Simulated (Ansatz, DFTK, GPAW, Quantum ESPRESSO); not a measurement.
## Cost and result for the bulk modulus of Si

```yaml
crystal:
  lattice:
    - [0.00000, 2.72185, 2.72185]
    - [2.72185, 0.00000, 2.72185]
    - [2.72185, 2.72185, 0.00000]
  atoms:
    - { symbol: Si, position: [0.50000, 0.50000, 0.50000] }
    - { symbol: Si, position: [0.75000, 0.75000, 0.75000] }
```

```csv
rung,level,program and potentials,cutoff (eV),k mesh,smearing,core time,chip,bulk modulus (GPa),notes
LDA,LDA,"Ansatz, Ansatz PAW",420,8 × 8 × 8,fermi-dirac 0.05,4.7 s,Intel Xeon Platinum 8488C Sapphire Rapids,96.5,"potentials made for PBE, which Ansatz adapts in part"
GGA,PBE,"Ansatz, Ansatz PAW",420,8 × 8 × 8,fermi-dirac 0.05,4.9 s,Intel Xeon Platinum 8488C Sapphire Rapids,88.9,-
GGA,PBEsol,"Ansatz, Ansatz PAW",420,8 × 8 × 8,fermi-dirac 0.05,5.4 s,Intel Xeon,93.8,"potentials made for PBE, which Ansatz adapts in part"
GGA,PBE,"Ansatz, Ansatz NC",490,8 × 8 × 8,fermi-dirac 0.05,5.9 s,Arm Neoverse V1,88.3,-
meta-GGA,r2SCAN,"Ansatz, Ansatz PAW",500,8 × 8 × 8,fermi-dirac 0.05,12 s,Intel Xeon Platinum 8488C Sapphire Rapids,97.0,"potentials made for PBE, which Ansatz adapts in part"
GGA + dispersion,PBEsol+D4,"GPAW, PAW data sets generated for this functional",600,8 × 8 × 8,fermi-dirac 0.05,28 s,AMD EPYC 9R45 Zen 5,(a),-
non-local van der Waals functional,rPW86PBE+rVV10,"Quantum ESPRESSO, PseudoDojo 0.4.1 SR PBE standard",490,8 × 8 × 8,fermi-dirac 0.05,39 s,Intel Xeon,86.6,potentials made for PBE
GGA + dispersion,revPBE+D3(BJ),"GPAW, the program's PAW data sets (release 1.2.1) made for this functional",600,8 × 8 × 8,fermi-dirac 0.05,58 s,Intel Xeon Platinum 8259CL Skylake/Cascade Lake,93.6,-
GGA,PBE,"GPAW, SG15 ONCV 1.2",1100,8 × 8 × 8,fermi-dirac 0.05,1.7 min,Intel Xeon Platinum 8488C Sapphire Rapids,87.5,-
GGA,RPBE,"DFTK, PseudoDojo SR PBE 0.5 stringent (PBE)",490,8 × 8 × 8,fermi-dirac 0.05,2.3 min,Intel Xeon Platinum 8488C Sapphire Rapids,85.8,potentials made for PBE
GGA,PBE,"DFTK, PseudoDojo SR PBE 0.4.1 standard (PBE)",653,8 × 8 × 8,fermi-dirac 0.05,3.4 min,Intel Xeon Platinum 8559C Emerald Rapids,(b),-
```

Times are single runs on shared hosts and different chips, so they are rough; meshes, cutoffs and the tasks' sizes weigh on the time. Task: equation of state. All rows: no spin polarisation. Smearing widths are in eV. The cell comes from a database and isn't always the measured one. Meshes are those of the run's cell of 2 atoms unless a note names another. Runs on faulty files, with rough fits or with known faults for this quantity aren't shown. No row holds spin-orbit coupling.

Question: Estimate the values left out from the other rows.

Answer: (a) 96.2 GPa; (b) 88.4 GPa.
